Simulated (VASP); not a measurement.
Crystal: GaN.

```
Ga N
1.0
     3.36541    0.00000    0.00000
    -1.68271    2.91453    0.00000
     0.00000    0.00000    4.81548
Ga N
2 2
Direct
  0.33333 0.66667 0.71253
  0.66667 0.33333 0.28747
  0.33333 0.66667 0.14159
  0.66667 0.33333 0.85841
```

The cell was built by a generator and needn't be a form met in nature.

```yaml
Program: VASP 6.6.1
Task: relaxation of cell and atoms
Functional: PBE
Potentials_or_basis: VASP PAW PBE potentials, release 64 (Ga_d, N)
Cutoff: 600 eV
k_mesh: 6 × 6 × 4
Occupations: gaussian, width 0.1 eV
Spin: no spin polarisation
```

At the start: pressure 4.6 GPa; volume 11.81 Å³/atom.

**Question.** Where does the relaxation end?

**Answer.** Over 11 steps the energy falls by 853.7 meV/atom and the volume is 11.70 Å³/atom (-0.9 %); space group P6_3/mmc (No. 194, to 0.05 Å).

The path:
```tsv
step	energy change (eV)	largest force (eV/Å)	pressure (GPa)	volume (Å³)
1	0.0000	5.9195	4.63	47.23
2	-2.6849	2.1978	-7.63	49.59
3	-3.1813	0.7112	-11.20	50.91
4	-3.2239	0.2740	-12.14	51.38
5	-3.1635	0.2513	18.46	43.86
6	-3.4063	0.0449	-0.47	47.67
7	-3.4064	0.0395	-0.22	47.60
8	-3.4063	0.0342	0.07	47.52
9	-3.4094	0.0038	-0.05	47.36
10	-3.4134	0.0938	0.02	46.88
11	-3.4148	0.0305	-0.23	46.82
```

Final structure:
```
CELL_PARAMETERS angstrom
3.32443 0.00000 0.00000
-1.66221 2.87904 0.00000
0.00000 0.00000 4.89153
ATOMIC_POSITIONS crystal
Ga 0.33333 0.66667 0.75031
Ga 0.66667 0.33333 0.24969
N 0.33333 0.66667 0.25064
N 0.66667 0.33333 0.74936
```
